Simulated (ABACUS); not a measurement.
Crystal: Mo.

```
Mo
1.0
     1.58381    1.58381    1.58381
    -1.58381    1.58381    1.58381
    -1.58381   -1.58381    1.58381
Mo
1
Direct
  0.00000 0.00000 0.00000
```

Base run:

| Property | Result |
| --- | --- |
| Program | ABACUS 3.10.1 |
| Functional | revPBE |
| Potentials or basis | GBRV ultrasoft 1.5 PBE |
| Cutoff | 544 eV |
| Density cutoff | 4354 eV |
| Basis | plane waves |
| k mesh | 10 × 10 × 10 |
| Occupations | fermi-dirac, width 0.05 eV |
| Spin | no spin polarisation |

Its results: band gap on the k mesh none (metal or under the smearing width); pressure -0.1 GPa.

**Question.** The run is repeated on the same cell with these changes: functional from revPBE to B86bPBE; potentials or basis from GBRV ultrasoft 1.5 PBE to SSSP 1.3 efficiency PBE; cutoff from 544 eV to 748 eV; density cutoff from 4354 eV to 5987 eV. What comes out?

**Answer.** Band gap on the k mesh none (metal or under the smearing width); pressure -0.7 GPa.

Caveats: the potentials were made for another functional, which shifts forces and pressure.

Not every run made on this cell is shown here.
